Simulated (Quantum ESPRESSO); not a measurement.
# PbSe (Pm-3m) in Quantum ESPRESSO: a series of runs, part 3 of 4

Quantum ESPRESSO 7.5.

**4. Phonons, PBEsol, target pressure 25 GPa, at which the enthalpy is minimised**

pw.in reads:

```
&CONTROL
  calculation = 'scf'
  prefix = 'pwscf'
  outdir = './tmp'
  pseudo_dir = './pseudo'
  tprnfor = .true.
  tstress = .true.
  disk_io = 'low'
/
&SYSTEM
  ibrav = 0
  nat = 2
  ntyp = 2
  ecutwfc = 45
  ecutrho = 360
  nbnd = 16
  occupations = 'smearing'
  smearing = 'mv'
  degauss = 0.01469973
/
&ELECTRONS
  conv_thr = 4d-10
  electron_maxstep = 120
  mixing_beta = 0.5
/
ATOMIC_SPECIES
Pb   207.2000 pb_pbesol_v1.uspp.F.UPF
Se    78.9710 se_pbesol_v1.uspp.F.UPF
CELL_PARAMETERS angstrom
   3.7843220000    0.0000000000    0.0000000000
   0.0000000000    3.7843220000    0.0000000000
   0.0000000000    0.0000000000    3.7843220000
ATOMIC_POSITIONS crystal
Pb     0.0000000000    0.0000000000    0.0000000000
Se     0.5000000000    0.5000000000    0.5000000000
K_POINTS automatic
7 7 7 0 0 0
```

relax.in reads:

```
&CONTROL
  calculation = 'vc-relax'
  prefix = 'pwscf'
  outdir = './tmp'
  pseudo_dir = './pseudo'
  tprnfor = .true.
  tstress = .true.
  disk_io = 'low'
  nstep = 40
  forc_conv_thr = 0.0001
  etot_conv_thr = 1d-06
/
&SYSTEM
  ibrav = 0
  nat = 2
  ntyp = 2
  ecutwfc = 45
  ecutrho = 360
  nbnd = 16
  occupations = 'smearing'
  smearing = 'mv'
  degauss = 0.01469973
/
&ELECTRONS
  conv_thr = 4d-10
  electron_maxstep = 120
  mixing_beta = 0.5
/
&IONS
  ion_dynamics = 'bfgs'
/
&CELL
  cell_dynamics = 'bfgs'
  press = 250
  press_conv_thr = 0.2
/
ATOMIC_SPECIES
Pb   207.2000 pb_pbesol_v1.uspp.F.UPF
Se    78.9710 se_pbesol_v1.uspp.F.UPF
CELL_PARAMETERS angstrom
   3.7843220000    0.0000000000    0.0000000000
   0.0000000000    3.7843220000    0.0000000000
   0.0000000000    0.0000000000    3.7843220000
ATOMIC_POSITIONS crystal
Pb     0.0000000000    0.0000000000    0.0000000000
Se     0.5000000000    0.5000000000    0.5000000000
K_POINTS automatic
7 7 7 0 0 0
```

scf2.in reads:

```
&CONTROL
  calculation = 'scf'
  prefix = 'pwscf'
  outdir = './tmp'
  pseudo_dir = './pseudo'
  tprnfor = .true.
  tstress = .true.
  disk_io = 'low'
/
&SYSTEM
  ibrav = 0
  nat = 2
  ntyp = 2
  ecutwfc = 45
  ecutrho = 360
  nbnd = 16
  occupations = 'smearing'
  smearing = 'mv'
  degauss = 0.01469973
/
&ELECTRONS
  conv_thr = 1d-13
  electron_maxstep = 120
  mixing_beta = 0.5
  startingpot = 'file'
  startingwfc = 'file'
/
ATOMIC_SPECIES
Pb   207.2000 pb_pbesol_v1.uspp.F.UPF
Se    78.9710 se_pbesol_v1.uspp.F.UPF
CELL_PARAMETERS angstrom
   3.4022883268    0.0000000000    0.0000000000
   0.0000000000    3.4022883268    0.0000000000
   0.0000000000    0.0000000000    3.4022883268
ATOMIC_POSITIONS crystal
Pb     0.0000000000    0.0000000000    0.0000000000
Se     0.5000000000    0.5000000000    0.5000000000
K_POINTS automatic
7 7 7 0 0 0
```

ph.in reads:

```
phonons of PbSe
&INPUTPH
  prefix = 'pwscf'
  outdir = './tmp'
  tr2_ph = 1d-16
  fildyn = 'dyn'
  niter_ph = 60
  alpha_mix(1) = 0.4
/
0.0000000000 0.0000000000 0.0000000000
```

dynmat.in reads:

```
&INPUT
  fildyn = 'dyn'
  asr = 'crystal'
  filout = 'dynmat.disp'
  fileig = 'dynmat.eig'
/
```

Potentials or basis: GBRV 1.5 PBEsol.

On the command line:

```
OMP_NUM_THREADS=1 pw.x -in pw.in > pw.out
OMP_NUM_THREADS=1 pw.x -in relax.in > relax.out
OMP_NUM_THREADS=1 pw.x -in scf2.in > scf2.out
OMP_NUM_THREADS=1 ph.x -in ph.in > ph.out
OMP_NUM_THREADS=1 dynmat.x -in dynmat.in > dynmat.out
```

pw.out:

```text
This program is part of the open-source Quantum ESPRESSO suite
     for quantum simulation of materials; please cite
[... 9 lines left out ...]
     --------------------
     sticks:   dense  smooth     PW     G-vecs:    dense   smooth      PW
     Sum        1473     741    221                42211    14939    2517

     Using Slab Decomposition

     bravais-lattice index     =            0
     lattice parameter (alat)  =       7.1513  a.u.
     unit-cell volume          =     365.7302 (a.u.)^3
     number of atoms/cell      =            2
     number of atomic types    =            2
     number of electrons       =        20.00
     number of Kohn-Sham states=           16
     kinetic-energy cutoff     =      45.0000  Ry
     charge density cutoff     =     360.0000  Ry
     scf convergence threshold =      4.0E-10
     mixing beta               =       0.5000
     number of iterations used =            8  plain     mixing
     Exchange-correlation= SLA  PW   PSX  PSC
                           (   1   4  10   8   0   0   0)

     celldm(1)=   7.151332  celldm(2)=   0.000000  celldm(3)=   0.000000
     celldm(4)=   0.000000  celldm(5)=   0.000000  celldm(6)=   0.000000

     crystal axes: (cart. coord. in units of alat)
               a(1) = (   1.000000   0.000000   0.000000 )
               a(2) = (   0.000000   1.000000   0.000000 )
               a(3) = (   0.000000   0.000000   1.000000 )

     reciprocal axes: (cart. coord. in units 2 pi/alat)
               b(1) = (  1.000000  0.000000  0.000000 )
               b(2) = (  0.000000  1.000000  0.000000 )
               b(3) = (  0.000000  0.000000  1.000000 )

     PseudoPot. # 1 for Pb read from file:
     pb_pbesol_v1.uspp.F.UPF
     Pseudo is Ultrasoft + core correction, Zval = 14.0
     Generated by new atomic code, or converted to UPF format
     Using radial grid of  899 points,  6 beta functions with:
                l(1) =   0
                l(2) =   0
                l(3) =   1
                l(4) =   1
                l(5) =   2
                l(6) =   2
     Q(r) pseudized with  6 coefficients,  rinner =    1.000   1.000   1.000
                                                       1.000   1.000

     PseudoPot. # 2 for Se read from file:
     se_pbesol_v1.uspp.F.UPF
     Pseudo is Ultrasoft + core correction, Zval =  6.0
     Generated by new atomic code, or converted to UPF format
     Using radial grid of  877 points,  6 beta functions with:
                l(1) =   0
                l(2) =   0
                l(3) =   1
                l(4) =   1
                l(5) =   2
                l(6) =   2
     Q(r) pseudized with  8 coefficients,  rinner =    1.300   1.300   1.300
                                                       1.300   1.300

     atomic species   valence    mass     pseudopotential
     Pb               14.00   207.20000     Pb( 1.00)
     Se                6.00    78.97100     Se( 1.00)

     48 Sym. Ops., with inversion, found

   Cartesian axes

     site n.     atom                  positions (alat units)
         1        Pb     tau(   1) = (   0.0000000   0.0000000   0.0000000  )
         2        Se     tau(   2) = (   0.5000000   0.5000000   0.5000000  )

     number of k points=    20  Marzari-Vanderbilt smearing, width (Ry)=  0.0147
                       cart. coord. in units 2pi/alat
        k(    1) = (   0.0000000   0.0000000   0.0000000), wk =   0.0058309
        k(    2) = (   0.0000000   0.0000000   0.1428571), wk =   0.0349854
        k(    3) = (   0.0000000   0.0000000   0.2857143), wk =   0.0349854
        k(    4) = (   0.0000000   0.0000000   0.4285714), wk =   0.0349854
        k(    5) = (   0.0000000   0.1428571   0.1428571), wk =   0.0699708
        k(    6) = (   0.0000000   0.1428571   0.2857143), wk =   0.1399417
[... 12 lines left out ...]
        k(   19) = (   0.2857143   0.4285714   0.4285714), wk =   0.1399417
        k(   20) = (   0.4285714   0.4285714   0.4285714), wk =   0.0466472

     Dense  grid:    42211 G-vectors     FFT dimensions: (  45,  45,  45)

     Smooth grid:    14939 G-vectors     FFT dimensions: (  32,  32,  32)

     Initial potential from superposition of free atoms

     starting charge      19.9978, renormalised to      20.0000

     negative rho (up, down):  1.671E-02 0.000E+00
     Starting wfcs are   13 randomized atomic wfcs +    3 random wfcs

     Self-consistent Calculation

     iteration #  1     ecut=    45.00 Ry     beta= 0.50
     Davidson diagonalization with overlap
     ethr =  1.00E-02,  avg # of iterations =  4.7
     Minimization algorithm failed to find Fermi energy: reverting to bisection
     Possible cause: smearing is larger than the electronic band-gap.

     Threshold (ethr) on eigenvalues was too large:
     Diagonalizing with lowered threshold

     Davidson diagonalization with overlap
     ethr =  5.33E-04,  avg # of iterations =  1.0
     Minimization algorithm failed to find Fermi energy: reverting to bisection
     Possible cause: smearing is larger than the electronic band-gap.

     negative rho (up, down):  1.571E-02 0.000E+00

     total energy              =    -207.20387293 Ry
     estimated scf accuracy    <       0.10598589 Ry
[... 67 lines left out ...]
     iteration #  9     ecut=    45.00 Ry     beta= 0.50
     Davidson diagonalization with overlap
     ethr =  2.50E-12,  avg # of iterations =  5.7

     negative rho (up, down):  1.602E-02 0.000E+00

     End of self-consistent calculation

          k = 0.0000 0.0000 0.0000 (  1863 PWs)   bands (ev):

    -8.3609  -8.3609  -8.2107  -8.2107  -8.2107  -4.7395   1.3997   6.9885
     6.9885   6.9885  13.5424  13.5424  14.5236  14.5236  14.5236  16.5016
[... 93 lines left out ...]
    -8.3024  -8.2977  -8.2977  -8.1772  -8.1772  -2.8563   1.8288   5.6935
     5.9781   5.9781   8.2871   8.2871   9.1133  16.5165  20.8263  21.4419

     the Fermi energy is     8.4602 ev

!    total energy              =    -207.23826612 Ry
     estimated scf accuracy    <          4.5E-11 Ry
     smearing contrib. (-TS)   =       0.00044696 Ry
     internal energy E=F+TS    =    -207.23871307 Ry

     The total energy is F=E-TS. E is the sum of the following terms:
     one-electron contribution =     -34.44646050 Ry
     hartree contribution      =      30.48421704 Ry
     xc contribution           =     -92.39107906 Ry
     ewald contribution        =    -110.88539056 Ry

     convergence has been achieved in   9 iterations

     negative rho (up, down):  1.602E-02 0.000E+00

     Forces acting on atoms (cartesian axes, Ry/au):

     atom    1 type  1   force =     0.00000000    0.00000000    0.00000000
     atom    2 type  2   force =     0.00000000    0.00000000    0.00000000

     Total force =     0.000000     Total SCF correction =     0.000000

     Computing stress (Cartesian axis) and pressure

     negative rho (up, down):  1.602E-02 0.000E+00
          total   stress  (Ry/bohr**3)                   (kbar)     P=      -34.59
  -0.00023514   0.00000000   0.00000000          -34.59        0.00        0.00
   0.00000000  -0.00023514   0.00000000            0.00      -34.59        0.00
   0.00000000   0.00000000  -0.00023514            0.00        0.00      -34.59

=------------------------------------------------------------------------------=
   JOB DONE.
=------------------------------------------------------------------------------=
```

It took 3.9 min on 1 thread of Arm Neoverse V1, shared host; peak memory 0.19 GiB.

Results:

```
Free energy                            : -2818.9415 eV
Relaxed volume                         : 19.69 Å³/atom
Relaxed cell                           : a = 3.402 Å, b = 3.402 Å, c = 3.402 Å, α = 90.00°, β = 90.00°, γ = 90.00°
Space group after relaxing (to 0.05 Å) : Pm-3m (No. 221)
Pressure after relaxing                : 24.9 GPa
Band gap on the k mesh                 : none (metal or under the smearing width)
Highest phonon frequency at Γ          : 122 cm⁻¹
```

Step by step:
| step | energy change (eV) | largest force (eV/Å) | pressure (GPa) | volume (Å³) |
| --- | --- | --- | --- | --- |
| 1 | 0.0000 | 0.0000 | -3.46 | 54.20 |
| 2 | 0.0207 | 0.0000 | 5.74 | 46.71 |
| 3 | 1.1602 | 0.0000 | 36.21 | 36.82 |
| 4 | 0.5939 | 0.0000 | 23.06 | 39.93 |
| 5 | 0.6672 | 0.0000 | 24.81 | 39.44 |
| 6 | 0.6753 | 0.0000 | 25.00 | 39.38 |
| 7 | 0.6753 | 0.0000 | 25.00 | 39.38 |

Final structure:
```
CELL_PARAMETERS angstrom
3.40229 0.00000 0.00000
0.00000 3.40229 0.00000
0.00000 0.00000 3.40229
ATOMIC_POSITIONS crystal
Pb 0.00000 0.00000 0.00000
Se 0.50000 0.50000 0.50000
```

Phonon frequencies in cm⁻¹ (negative: imaginary):
```csv
q point,frequencies
"(0.000, 0.000, 0.000)",-11 -11 -11 122 122 122
```

Optical modes at Γ, degenerate ones joined:
```csv
cm⁻¹,components,symmetry,active in
122,3,T1u,IR
```

Caveat: the mesh is thin for the phonons of a metal; the volume moved by over 15 % at a fixed basis, so the end points are rough; the cell is more than 3 GPa from zero pressure, which shifts response properties.

**5. Phonons, PBEsol, target pressure 50 GPa, at which the enthalpy is minimised**

pw.in is that of step 4.

Edit relax.in of step 4 so:

```diff
@@ -33,3 +33,3 @@
   cell_dynamics = 'bfgs'
-  press = 250
+  press = 500
   press_conv_thr = 0.2
```

Edit scf2.in of step 4 so:

```diff
@@ -31,5 +31,5 @@
 CELL_PARAMETERS angstrom
-   3.4022883268    0.0000000000    0.0000000000
-   0.0000000000    3.4022883268    0.0000000000
-   0.0000000000    0.0000000000    3.4022883268
+   3.2578917966    0.0000000000    0.0000000000
+   0.0000000000    3.2578917966    0.0000000000
+   0.0000000000    0.0000000000    3.2578917966
 ATOMIC_POSITIONS crystal
```

ph.in is that of step 4.

dynmat.in is that of step 4.

Potentials or basis: GBRV 1.5 PBEsol.

On the command line:

```
OMP_NUM_THREADS=1 pw.x -in pw.in > pw.out
OMP_NUM_THREADS=1 pw.x -in relax.in > relax.out
OMP_NUM_THREADS=1 pw.x -in scf2.in > scf2.out
OMP_NUM_THREADS=1 ph.x -in ph.in > ph.out
OMP_NUM_THREADS=1 dynmat.x -in dynmat.in > dynmat.out
```

pw.out:

```text
This program is part of the open-source Quantum ESPRESSO suite
     for quantum simulation of materials; please cite
[... 9 lines left out ...]
     --------------------
     sticks:   dense  smooth     PW     G-vecs:    dense   smooth      PW
     Sum        1473     741    221                42211    14939    2517

     Using Slab Decomposition

     bravais-lattice index     =            0
     lattice parameter (alat)  =       7.1513  a.u.
     unit-cell volume          =     365.7302 (a.u.)^3
     number of atoms/cell      =            2
     number of atomic types    =            2
     number of electrons       =        20.00
     number of Kohn-Sham states=           16
     kinetic-energy cutoff     =      45.0000  Ry
     charge density cutoff     =     360.0000  Ry
     scf convergence threshold =      4.0E-10
     mixing beta               =       0.5000
     number of iterations used =            8  plain     mixing
[... 185 lines left out ...]
          k = 0.0000 0.0000 0.0000 (  1863 PWs)   bands (ev):

    -8.3609  -8.3609  -8.2107  -8.2107  -8.2107  -4.7395   1.3997   6.9885
     6.9885   6.9885  13.5424  13.5424  14.5236  14.5236  14.5236  16.5016
[... 93 lines left out ...]
    -8.3024  -8.2977  -8.2977  -8.1772  -8.1772  -2.8563   1.8288   5.6935
     5.9781   5.9781   8.2871   8.2871   9.1133  16.5165  20.8263  21.4419

     the Fermi energy is     8.4602 ev

!    total energy              =    -207.23826612 Ry
     estimated scf accuracy    <          4.5E-11 Ry
     smearing contrib. (-TS)   =       0.00044696 Ry
     internal energy E=F+TS    =    -207.23871307 Ry

     The total energy is F=E-TS. E is the sum of the following terms:
     one-electron contribution =     -34.44646050 Ry
     hartree contribution      =      30.48421704 Ry
     xc contribution           =     -92.39107906 Ry
     ewald contribution        =    -110.88539056 Ry

     convergence has been achieved in   9 iterations

     negative rho (up, down):  1.602E-02 0.000E+00

     Forces acting on atoms (cartesian axes, Ry/au):

     atom    1 type  1   force =     0.00000000    0.00000000    0.00000000
     atom    2 type  2   force =     0.00000000    0.00000000    0.00000000

     Total force =     0.000000     Total SCF correction =     0.000000

     Computing stress (Cartesian axis) and pressure

     negative rho (up, down):  1.602E-02 0.000E+00
          total   stress  (Ry/bohr**3)                   (kbar)     P=      -34.59
  -0.00023514   0.00000000   0.00000000          -34.59        0.00        0.00
   0.00000000  -0.00023514   0.00000000            0.00      -34.59        0.00
   0.00000000   0.00000000  -0.00023514            0.00        0.00      -34.59

=------------------------------------------------------------------------------=
   JOB DONE.
=------------------------------------------------------------------------------=
```

scf2.out:

```text
This program is part of the open-source Quantum ESPRESSO suite
     for quantum simulation of materials; please cite
[... 9 lines left out ...]
     --------------------
     sticks:   dense  smooth     PW     G-vecs:    dense   smooth      PW
     Sum        1085     545    177                26961     9459    1647
[... 256 lines left out ...]
   0.00339635   0.00000000   0.00000000          499.62        0.00        0.00
   0.00000000   0.00339635   0.00000000            0.00      499.62        0.00
   0.00000000   0.00000000   0.00339635            0.00        0.00      499.62

=------------------------------------------------------------------------------=
   JOB DONE.
=------------------------------------------------------------------------------=
```

Wall time 3.6 min (1 thread of Arm Neoverse V1, shared host); peak memory 0.19 GiB.

Results:

```
Free energy                            : -2817.8588 eV
Relaxed volume                         : 17.29 Å³/atom
Relaxed cell                           : a = 3.258 Å, b = 3.258 Å, c = 3.258 Å, α = 90.00°, β = 90.00°, γ = 90.00°
Space group after relaxing (to 0.05 Å) : Pm-3m (No. 221)
Pressure after relaxing                : 50.0 GPa
Band gap on the k mesh                 : none (metal or under the smearing width)
Highest phonon frequency at Γ          : 177 cm⁻¹
```

The path:
```csv
step,energy change (eV),largest force (eV/Å),pressure (GPa),volume (Å³)
1,0.0000,0.0000,-3.46,54.20
2,0.4856,0.0000,20.41,40.73
3,3.0869,0.0000,81.27,31.27
4,1.4858,0.0000,43.70,35.51
5,1.7135,0.0000,48.98,34.72
6,1.7595,0.0000,50.05,34.57
7,1.7571,0.0000,50.00,34.58
```

Final structure:
```
CELL_PARAMETERS angstrom
3.25789 0.00000 0.00000
0.00000 3.25789 0.00000
0.00000 0.00000 3.25789
ATOMIC_POSITIONS crystal
Pb 0.00000 0.00000 0.00000
Se 0.50000 0.50000 0.50000
```

Phonon frequencies in cm⁻¹ (negative: imaginary):
```
              q point              frequencies
(0.000, 0.000, 0.000)  -11 -11 -11 177 177 177
```

Optical modes at Γ, degenerate ones joined:
```csv
cm⁻¹,components,symmetry,active in
178,3,T1u,IR
```

Caveat: the mesh is thin for the phonons of a metal; the volume moved by over 15 % at a fixed basis, so the end points are rough; the cell is more than 3 GPa from zero pressure, which shifts response properties. Spin-orbit coupling is left out, which matters for the levels of Pb.

(Part 3 of 4 ends here.)
